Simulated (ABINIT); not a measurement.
Runs of ABINIT 10.8.3 (patched build) on MgS. The structure is cubic, space group F-43m (No. 216). The conventional cell has a = 5.666 Å, b = 5.666 Å, c = 5.666 Å, α = 90.00°, β = 90.00°, γ = 90.00°. S (site symmetry -43m) has 4 Mg at 2.45 Å as nearest neighbours. Mg (site symmetry -43m) is surrounded by 4 S at 2.45 Å. The cell comes from a database or a generator and needn't be the stable form of this composition.

| task | level | potentials or basis | cutoff (eV) | fine-grid cutoff | gap on the mesh (eV) | pressure (GPa) | V0 of scaled cells (Å³/atom) | B0 (GPa) |
| --- | --- | --- | --- | --- | --- | --- | --- | --- |
| band structure | TB-mBJ | JTH PAW LDA v2.0 | 653 | 1251.72 eV | 5.17 | - | - | - |
| equation of state | LDA | JTH PAW LDA v2.0 | 544 | 1088.46 eV | - | - | 21.93 | 60 |
| equation of state | PBEsol | JTH PAW PBE v2.0 | 544 | 1088.46 eV | - | - | 22.60 | (d) |
| band structure | LDA | JTH PAW LDA v2.0 | 544 | 1088.46 eV | 3.17 | (b) | - | - |
| band structure | r2SCAN | JTH PAW PBE v2.0 | 653 | 1251.72 eV | 4.12 | 0.1 | - | - |
| band structure | PBEsol | JTH PAW PBE v2.0 | 544 | 1088.46 eV | (c) | (a) | - | - |

Alike in all rows: no spin polarisation; cell as given; k mesh 8 × 8 × 8; smearing fermi-dirac 0.05 eV.

Problem. Fill in the values left out.

Solution. (a) -0.5; (b) -2.2; (c) 3.28; (d) 57.

Caveats: the PAW data sets were made with another functional, which shifts forces and pressure a little (some runs); pressures at fixed basis lie under the slope of the energies (some runs); the constant c of TB-mBJ comes from the pseudo density here, which moves gaps by up to 0.3 eV between sets of potentials (some runs).

